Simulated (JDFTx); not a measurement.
Crystal: Ir.

```
Ir
1.0
     2.75138    0.00000    0.00000
    -1.37569    2.38276    0.00000
     0.00000    0.00000    4.46229
Ir
2
Direct
  0.33333 0.66667 0.25000
  0.66667 0.33333 0.75000
```

This isn't the form of Ir at room conditions, which is fcc.

- Program: JDFTx 1.7.0 (patched build)
- Task: relaxation of cell and atoms
- Functional: PBE
- Potentials or basis: Ansatz-NC-SR-PBE with smoothed tails
- Cutoff: 925 eV
- Density cutoff: 7401 eV
- k mesh: 6 × 6 × 3
- Occupations: fermi-dirac, width 0.05 eV
- Spin: no spin polarisation

At the start: pressure -1.1 GPa; volume 14.63 Å³/atom.

Question: Where does the relaxation end?

Answer: Over 6 steps the energy falls by 9.3 meV/atom and the volume is 14.58 Å³/atom (-0.3 %); space group P6_3/mmc (No. 194, to 0.05 Å).

The path:
```tsv
step	energy change (eV)	largest force (eV/Å)	pressure (GPa)	volume (Å³)
1	0.0000	0.0000	-1.06	29.25
2	-0.0083	0.0000	-0.47	29.20
3	-0.0185	0.0000	0.65	29.11
4	-0.0186	0.0000	0.00	29.17
5	-0.0186	0.0000	-0.01	29.17
6	-0.0186	0.0000	0.00	29.17
```

Final structure:
```
Ir
1.0
     2.77238    0.00000    0.00000
    -1.38619    2.40095    0.00000
     0.00000    0.00000    4.38193
Ir
2
Direct
  0.33333 0.66667 0.25000
  0.66667 0.33333 0.75000
```

Caveat: the k mesh is coarse (spacing up to 0.47 Å⁻¹), so the values aren't converged.
